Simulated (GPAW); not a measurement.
# InAs (F-43m) in GPAW: notebook

The runs below take InAs through gruneisen, elastic constants, with BLYP+D3(BJ), SOGGA.

Program: GPAW 26.7.0. These are calculated values, not measurements. Logs are shortened: lines on timing, memory, paths and dates and some standing lists are left out, and cuts for length are marked. The log counts tension as positive stress, the text compression.

**The experiment to reproduce.**

From a printed reference work, data compilation, for a bulk crystal of InAs at 4.2 K: band gap 0.418 eV (direct).

The runs below are set against these values where they give the same quantity.

### Step 1. The structure

The structure is cubic, space group F-43m (No. 216). Conventional cell: a = 6.036 Å, b = 6.036 Å, c = 6.036 Å, α = 90.00°, β = 90.00°, γ = 90.00°. In (site symmetry -43m) is surrounded by 4 As at 2.61 Å. As (site symmetry -43m) has 4 In at 2.61 Å as nearest neighbours.

### Step 2. Gruneisen, BLYP+D3(BJ)

Contents of run.py:

```python
import json
import numpy as np
from ase import Atoms
from ase.calculators.mixing import SumCalculator
from ase.constraints import FixSymmetry
from ase.filters import FrechetCellFilter
from ase.io import write
from ase.optimize import BFGS
from dftd3.ase import DFTD3
from phonopy import Phonopy
from phonopy.structure.atoms import PhonopyAtoms
from gpaw import GPAW, PW, setup_paths

setup_paths.insert(0, '.')

atoms = Atoms(['In', 'As'],
              cell=[[0.0, 3.018, 3.018],
                    [3.018, 0.0, 3.018],
                    [3.018, 3.018, 0.0]],
              scaled_positions=[[0.0, 0.0, 0.0],
                                [0.75, 0.75, 0.75]],
              pbc=True)

calc = GPAW(mode=PW(600),
            xc='BLYP',
            kpts={'size': (8, 8, 8), 'gamma': True},
            occupations={'name': 'fermi-dirac', 'width': 0.05},
            nbands=18,
            convergence={'density': 1e-06, 'eigenstates': 1e-09},
            eigensolver='davidson',
            maxiter=150,
            txt='gpaw.txt')
atoms.calc = SumCalculator([calc, DFTD3(method='blyp', damping='d3bj')])
atoms.set_constraint(FixSymmetry(atoms))
BFGS(FrechetCellFilter(atoms), trajectory='relax.traj', logfile='-').run(fmax=0.005, steps=40)
atoms.set_constraint()
energy = atoms.get_potential_energy()
forces = atoms.get_forces()
stress = atoms.get_stress()
calc.write('gs.gpw')
write('result.traj', atoms)
print('Cell:', atoms.cell.cellpar().round(4))
print(atoms.get_scaled_positions().round(5))

def force_constants(scale):
    unit = PhonopyAtoms(symbols=atoms.get_chemical_symbols(), cell=atoms.cell[:] * scale**(1 / 3),
                        scaled_positions=atoms.get_scaled_positions())
    ph = Phonopy(unit, supercell_matrix=np.diag([1, 1, 1]), primitive_matrix=np.eye(3), symprec=1e-4)
    ph.generate_displacements(distance=0.01)
    forces = []
    for i, sc in enumerate(ph.supercells_with_displacements):
        a = Atoms(sc.symbols, cell=sc.cell, scaled_positions=sc.scaled_positions, pbc=True)
        c = GPAW(mode=PW(510),
                 xc='BLYP',
                 kpts={'size': (8, 8, 8), 'gamma': True},
                 occupations={'name': 'fermi-dirac', 'width': 0.05},
                 nbands=18,
                 convergence={'density': 1e-06, 'eigenstates': 1e-09},
                 eigensolver='davidson',
                 maxiter=150,
                 txt=f'disp-{scale:.3f}-{i:02d}.txt')
        a.calc = SumCalculator([c, DFTD3(method='blyp', damping='d3bj')])
        f = a.get_forces()
        forces.append(f - f.mean(axis=0))
        print(f'displacement {i}: drift', f.mean(axis=0).round(5), flush=True)
    ph.forces = forces
    ph.produce_force_constants()
    ph.symmetrize_force_constants()
    return ph

qpoints = [[0.0, 0.0, 0.0]]
results = {}
for scale in [0.99, 1.0, 1.01]:
    ph = force_constants(scale)
    ph.run_qpoints(qpoints)
    nu = ph.qpoints.frequencies * 33.35641  # THz to cm^-1
    results[f'{scale:.3f}'] = nu.tolist()
    for qp, f in zip(qpoints, nu):
        print(scale, np.round(qp, 4), f.round(2))

lo, mid, hi = (np.array(results[x]) for x in ('0.990', '1.000', '1.010'))
gamma = np.where(abs(mid) > 5, -(hi - lo) / (np.log(1.01 / 0.99) * np.where(abs(mid) > 5, mid, 1)), 0)
results['gamma'] = gamma.tolist()
print('Mode Grueneisen parameters:')
print(gamma.round(3))
json.dump(results, open('phonons.json', 'w'))
```

Potentials or basis: PAW data sets generated in the run's folder for this functional, pw.

Command:

```
> gpaw-setup -f BLYP As In
> OMP_NUM_THREADS=1 python run.py
```

gpaw.txt:

```text
__  _  _
 | _ |_)|_||  |
 |__||  | ||/\| - 26.7.0

Input parameters:
  mode=PW(ecut=600.0),
  convergence={'density': 1e-06, 'eigenstates': 1e-09},
  eigensolver=Davidson(niter=2),
  kpts=MonkhorstPack(size=(8, 8, 8), gamma=True),
  maxiter=150,
  nbands=18,
  occupations=Occupations(name='fermi-dirac', width=0.05),
  xc=XC(name='BLYP')

Diagonalizing LCAO Hamiltonian
Converting LCAO to pw mode

                     As

       In

Atoms  # Å, Bohr magnetons
|   | symbol |        x |        y |        z |    initial magnetic moments |
|---|--------|----------|----------|----------|-----------------------------|
| 0 |     In | 0.000000 | 0.000000 | 0.000000 | ( 0.0000,  0.0000,  0.0000) |
| 1 |     As | 4.527000 | 4.527000 | 4.527000 | ( 0.0000,  0.0000,  0.0000) |

Unit cell  # Å
| periodic |        x |        y |        z |  lengths |    angles |
|----------|----------|----------|----------|----------|-----------|
|      yes | 0.000000 | 3.018000 | 3.018000 | 4.268097 | 60.000000 |
|      yes | 3.018000 | 0.000000 | 3.018000 | 4.268097 | 60.000000 |
|      yes | 3.018000 | 3.018000 | 0.000000 | 4.268097 | 60.000000 |

Number of symmetries: 24
Symmetry operations  # r_c * U_cc + t_c -> r_c
|    | kind |            matrix            |
|----|------|------------------------------|
|  0 |  E   |  1, 0, 0,  0, 1, 0,  0, 0, 1 |
|  1 |  σ   |  1, 0, 0,  0, 0, 1,  0, 1, 0 |
|  2 |  σ   |  1, 0,-1,  0, 1,-1,  0, 0,-1 |
|  3 |  C3  |  1, 0,-1,  0, 0,-1,  0, 1,-1 |
|  4 |  C3  |  1,-1, 0,  0,-1, 1,  0,-1, 0 |
|  5 |  σ   |  1,-1, 0,  0,-1, 0,  0,-1, 1 |
|  6 |  σ   |  0, 1, 0,  1, 0, 0,  0, 0, 1 |
|  7 |  C3  |  0, 1, 0,  0, 0, 1,  1, 0, 0 |
|  8 |  C2  |  0, 1,-1,  1, 0,-1,  0, 0,-1 |
|  9 |  S4  |  0, 1,-1,  0, 0,-1,  1, 0,-1 |
| 10 |  C3  |  0, 0, 1,  1, 0, 0,  0, 1, 0 |
| 11 |  σ   |  0, 0, 1,  0, 1, 0,  1, 0, 0 |
| 12 |  S4  |  0, 0,-1,  1, 0,-1,  0, 1,-1 |
| 13 |  C3  |  0, 0,-1,  0, 1,-1,  1, 0,-1 |
[... 136 lines left out ...]
convergence criteria:
- Maximum integral of absolute [dens]ity change: 1e-06 electrons / valence electron
- Maximum integral of absolute [eigenst]ate change: 1e-09 eV^2 / valence electron
- Maximum [total energy] change in last 3 cyles: 0.0005 eV / valence electron
maximum number of iterations: 150

SCF iterations
|iter     | |      energy | eigst |  dens |
|---------|-|-------------|-------|-------|
|iter:   1| |   -6.826002 | -0.28 |       |
|iter:   2| |   -6.771489 | -2.07 | -1.14 |
|iter:   3| |   -6.557273 | -1.88 | -1.18 |
|iter:   4| |   -6.556514 | -3.29 | -1.79 |
|iter:   5| |   -6.556661c| -3.94 | -2.25 |
|iter:   6| |   -6.556716c| -4.69 | -3.02 |
|iter:   7| |   -6.556723c| -5.51 | -3.59 |
|iter:   8| |   -6.556723c| -6.46 | -4.50 |
|iter:   9| |   -6.556723c| -7.02 | -4.97 |
|iter:  10| |   -6.556723c| -7.96 | -5.47 |
|iter:  11| |   -6.556723c| -8.39 | -5.84 |
|iter:  12| |   -6.556723c| -9.84c| -6.01c|
[... 44 lines left out ...]
Stress tensor  # eV/Ang^3
|         x |         y |         z |
|-----------|-----------|-----------|
| -0.044932 | -0.000000 | -0.000000 |
| -0.000000 | -0.044932 |  0.000000 |
| -0.000000 |  0.000000 | -0.044932 |

Forces  # eV/Ang
|        x |        y |        z |
|----------|----------|----------|
| -0.00000 | -0.00000 | -0.00000 |  # In   0
| -0.00000 |  0.00000 |  0.00000 |  # As   1

Interpolating wave functions to new cell

                     As

       In

Atoms  # Å, Bohr magnetons
|   | symbol |        x |        y |        z |    initial magnetic moments |
|---|--------|----------|----------|----------|-----------------------------|
| 0 |     In | 0.000000 | 0.000000 | 0.000000 | ( 0.0000,  0.0000,  0.0000) |
| 1 |     As | 4.539056 | 4.539056 | 4.539056 | ( 0.0000,  0.0000,  0.0000) |

Unit cell  # Å
| periodic |         x |         y |         z |  lengths |    angles |
|----------|-----------|-----------|-----------|----------|-----------|
|      yes | -0.000000 |  3.026038 |  3.026038 | 4.279464 | 60.000000 |
|      yes |  3.026038 | -0.000000 |  3.026038 | 4.279464 | 60.000000 |
|      yes |  3.026038 |  3.026038 | -0.000000 | 4.279464 | 60.000000 |

Number of symmetries: 24
Symmetry operations  # r_c * U_cc + t_c -> r_c
|    | kind |            matrix            |
|----|------|------------------------------|
|  0 |  E   |  1, 0, 0,  0, 1, 0,  0, 0, 1 |
|  1 |  σ   |  1, 0, 0,  0, 0, 1,  0, 1, 0 |
|  2 |  σ   |  1, 0,-1,  0, 1,-1,  0, 0,-1 |
|  3 |  C3  |  1, 0,-1,  0, 0,-1,  0, 1,-1 |
|  4 |  C3  |  1,-1, 0,  0,-1, 1,  0,-1, 0 |
|  5 |  σ   |  1,-1, 0,  0,-1, 0,  0,-1, 1 |
|  6 |  σ   |  0, 1, 0,  1, 0, 0,  0, 0, 1 |
|  7 |  C3  |  0, 1, 0,  0, 0, 1,  1, 0, 0 |
[... 205 lines left out ...]
Stress tensor  # eV/Ang^3
|         x |         y |         z |
|-----------|-----------|-----------|
| -0.041379 | -0.000000 |  0.000000 |
| -0.000000 | -0.041379 |  0.000000 |
|  0.000000 |  0.000000 | -0.041379 |

Forces  # eV/Ang
|       x |        y |        z |
|---------|----------|----------|
| 0.00000 | -0.00000 |  0.00000 |  # In   0
| 0.00000 | -0.00000 | -0.00000 |  # As   1

Interpolating wave functions to new cell

                     As

       In

Atoms  # Å, Bohr magnetons
|   | symbol |         x |         y |         z |    initial magnetic moments |
|---|--------|-----------|-----------|-----------|-----------------------------|
| 0 |     In | -0.000000 | -0.000000 | -0.000000 | ( 0.0000,  0.0000,  0.0000) |
| 1 |     As |  4.581758 |  4.581758 |  4.581758 | ( 0.0000,  0.0000,  0.0000) |

Unit cell  # Å
| periodic |         x |         y |         z |  lengths |    angles |
|----------|-----------|-----------|-----------|----------|-----------|
|      yes | -0.000000 |  3.054505 |  3.054505 | 4.319723 | 60.000000 |
|      yes |  3.054505 | -0.000000 |  3.054505 | 4.319723 | 60.000000 |
|      yes |  3.054505 |  3.054505 | -0.000000 | 4.319723 | 60.000000 |

Number of symmetries: 24
Symmetry operations  # r_c * U_cc + t_c -> r_c
|    | kind |            matrix            |
|----|------|------------------------------|
|  0 |  E   |  1, 0, 0,  0, 1, 0,  0, 0, 1 |
|  1 |  σ   |  1, 0, 0,  0, 0, 1,  0, 1, 0 |
|  2 |  σ   |  1, 0,-1,  0, 1,-1,  0, 0,-1 |
|  3 |  C3  |  1, 0,-1,  0, 0,-1,  0, 1,-1 |
|  4 |  C3  |  1,-1, 0,  0,-1, 1,  0,-1, 0 |
|  5 |  σ   |  1,-1, 0,  0,-1, 0,  0,-1, 1 |
|  6 |  σ   |  0, 1, 0,  1, 0, 0,  0, 0, 1 |
|  7 |  C3  |  0, 1, 0,  0, 0, 1,  1, 0, 0 |
[... 206 lines left out ...]
Stress tensor  # eV/Ang^3
|         x |         y |         z |
|-----------|-----------|-----------|
| -0.029797 |  0.000000 | -0.000000 |
|  0.000000 | -0.029797 |  0.000000 |
| -0.000000 |  0.000000 | -0.029797 |

Forces  # eV/Ang
|        x |        y |        z |
|----------|----------|----------|
| -0.00000 | -0.00000 | -0.00000 |  # In   0
| -0.00000 |  0.00000 | -0.00000 |  # As   1

Interpolating wave functions to new cell

                     As

       In

Atoms  # Å, Bohr magnetons
|   | symbol |         x |         y |         z |    initial magnetic moments |
|---|--------|-----------|-----------|-----------|-----------------------------|
| 0 |     In | -0.000000 | -0.000000 | -0.000000 | ( 0.0000,  0.0000,  0.0000) |
| 1 |     As |  4.583999 |  4.583999 |  4.583999 | ( 0.0000,  0.0000,  0.0000) |

Unit cell  # Å
| periodic |         x |         y |         z |  lengths |    angles |
|----------|-----------|-----------|-----------|----------|-----------|
|      yes | -0.000000 |  3.055999 |  3.055999 | 4.321836 | 60.000000 |
|      yes |  3.055999 | -0.000000 |  3.055999 | 4.321836 | 60.000000 |
|      yes |  3.055999 |  3.055999 | -0.000000 | 4.321836 | 60.000000 |

Number of symmetries: 24
Symmetry operations  # r_c * U_cc + t_c -> r_c
|    | kind |            matrix            |
|----|------|------------------------------|
|  0 |  E   |  1, 0, 0,  0, 1, 0,  0, 0, 1 |
|  1 |  σ   |  1, 0, 0,  0, 0, 1,  0, 1, 0 |
|  2 |  σ   |  1, 0,-1,  0, 1,-1,  0, 0,-1 |
|  3 |  C3  |  1, 0,-1,  0, 0,-1,  0, 1,-1 |
|  4 |  C3  |  1,-1, 0,  0,-1, 1,  0,-1, 0 |
|  5 |  σ   |  1,-1, 0,  0,-1, 0,  0,-1, 1 |
|  6 |  σ   |  0, 1, 0,  1, 0, 0,  0, 0, 1 |
|  7 |  C3  |  0, 1, 0,  0, 0, 1,  1, 0, 0 |
[... 148 lines left out ...]
SCF iterations
|iter     | |      energy | eigst |  dens |
|---------|-|-------------|-------|-------|
|iter:   1| |   -6.634591 |       |       |
|iter:   2| |   -6.634576 | -5.87 | -3.03 |
|iter:   3| |   -6.634497c| -5.39 | -3.06 |
|iter:   4| |   -6.634495c| -6.81 | -3.75 |
|iter:   5| |   -6.634496c| -6.71 | -4.04 |
|iter:   6| |   -6.634496c| -7.54 | -4.83 |
|iter:   7| |   -6.634496c| -8.36 | -5.46 |
|iter:   8| |   -6.634496c| -9.13c| -5.88 |
|iter:   9| |   -6.634496c|-10.10c| -6.34c|

Converged in 9 steps
Energy contributions relative to reference atoms: (reference = -221506.370289)

Energy contributions:
  Kinetic:          28.998068
  Coulomb:         -26.712887
  Zero:              0.112200
  External:          0.000000
  Xc:               -9.031595
  Entropy:          -0.000564
  Spinorbit:         0.000000
  ----------------------------
  Free energy:      -6.634778
  Extrapolated:     -6.634496
[... 29 lines left out ...]
Stress tensor  # eV/Ang^3
|         x |         y |         z |
|-----------|-----------|-----------|
| -0.029229 | -0.000000 |  0.000000 |
| -0.000000 | -0.029229 |  0.000000 |
|  0.000000 |  0.000000 | -0.029229 |

Forces  # eV/Ang
|       x |       y |        z |
|---------|---------|----------|
| 0.00000 | 0.00000 |  0.00000 |  # In   0
| 0.00000 | 0.00000 | -0.00000 |  # As   1

# Writing to gs.gpw (mode='')
```

Run time: 6.2 min. Hardware: 1 thread of Intel Xeon at 2.60GHz (Ice Lake), shared host; peak memory 0.36 GiB.

What came out:

```yaml
Free_energy: -8.0841 eV
Relaxed_volume: 28.54 Å³/atom
Relaxed_cell: a = 4.322 Å, b = 4.322 Å, c = 4.322 Å, α = 60.00°, β = 60.00°, γ = 60.00°
Space_group_after_relaxing_to_0.05_Å: F-43m (No. 216)
Pressure_after_relaxing: 0.0 GPa
Band_gap_on_the_k_mesh: none (metal or under the smearing width)
Highest_phonon_frequency_at_Γ: 210 cm⁻¹
Dispersion_energy_per_atom: -0.725 eV
```

Final structure:
```
In As
1.0
     0.00000    3.05600    3.05600
     3.05600    0.00000    3.05600
     3.05600    3.05600    0.00000
In As
1 1
Direct
  0.00000 0.00000 0.00000
  0.75000 0.75000 0.75000
```

Levels at points of the mesh, in eV from the Fermi level:
```csv
k point,band 6,band 7,band 8,band 9,band 10,band 11,band 12,band 13
"(0.00, 0.00, 0.00)",-11.76,-0.55,-0.05,-0.05,-0.05,3.84,3.84,3.84
"(0.50, 0.50, 0.00)",-9.90,-5.78,-2.25,-2.25,1.67,2.06,8.91,8.91
"(0.50, 0.50, 0.50)",-10.40,-5.66,-0.99,-0.99,0.80,4.65,4.65,6.92
```

Phonon frequencies in cm⁻¹ (negative: imaginary):
| q point | frequencies |
| --- | --- |
| (0.000, 0.000, 0.000) | 0 0 0 210 210 210 |

Mode Grüneisen parameters of phonons at Γ, in order of frequency: 1.32, 1.32, 1.32

Caveat: the cutoff is short for stress and forces, so pressures can be off by a GPa or more; the density grid can change from cell to cell, which puts small steps into energies and stress; pairwise dispersion overbinds metals, which lowers pressure and volume; this crystal is a semiconductor, whose small gap the functional closes, so the metal is an error of the method.

(Continued in part 2 of 2.)
